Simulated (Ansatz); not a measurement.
**Si: relaxation of cell and atoms with RPBE**

The system is Si.

```
Si
1.0
     0.00000    2.72185    2.72185
     2.72185    0.00000    2.72185
     2.72185    2.72185    0.00000
Si
2
Direct
  0.50000 0.50000 0.50000
  0.75000 0.75000 0.75000
```

```
Program             : Ansatz 0.2.0
Task                : relaxation of cell and atoms
Functional          : RPBE
Potentials or basis : all-electron LAPW, scalar-relativistic
Basis error allowed : 0.001 eV/atom
k mesh              : 8 × 8 × 8
Occupations         : fermi-dirac, width 0.05 eV
Spin                : no spin polarisation
```

```json
{"Relaxed volume": "20.81 Å³/atom", "Relaxed cell": "a = 3.890 Å, b = 3.890 Å, c = 3.890 Å, α = 60.00°, β = 60.00°, γ = 60.00°", "Space group after relaxing (to 0.05 Å)": "Fd-3m (No. 227)", "Energy gained by relaxing": "5.8 meV/atom", "Ionic steps": "4", "Pressure after relaxing": "0.0 GPa", "Band gap on the k mesh": "0.74 eV"}
```

Step by step:
| step | energy change (eV) | largest force (eV/Å) | volume (Å³) |
| --- | --- | --- | --- |
| 1 | 0.0000 | 0.0000 | 40.33 |
| 2 | -0.0108 | 0.0000 | 41.30 |
| 3 | -0.0115 | 0.0000 | 41.62 |
| 4 | -0.0115 | 0.0000 | 41.62 |

Final structure:
```
CELL_PARAMETERS angstrom
0.00000 2.75059 2.75059
2.75059 0.00000 2.75059
2.75059 2.75059 0.00000
ATOMIC_POSITIONS crystal
Si 0.50000 0.50000 0.50000
Si 0.75000 0.75000 0.75000
```

It took 7.6 s on 1 thread of Arm Neoverse V1, on a shared host, peak memory 0.23 GiB.

A k mesh can miss the band edges. RPBE gaps usually lie below the measured ones, often by a third to a half.
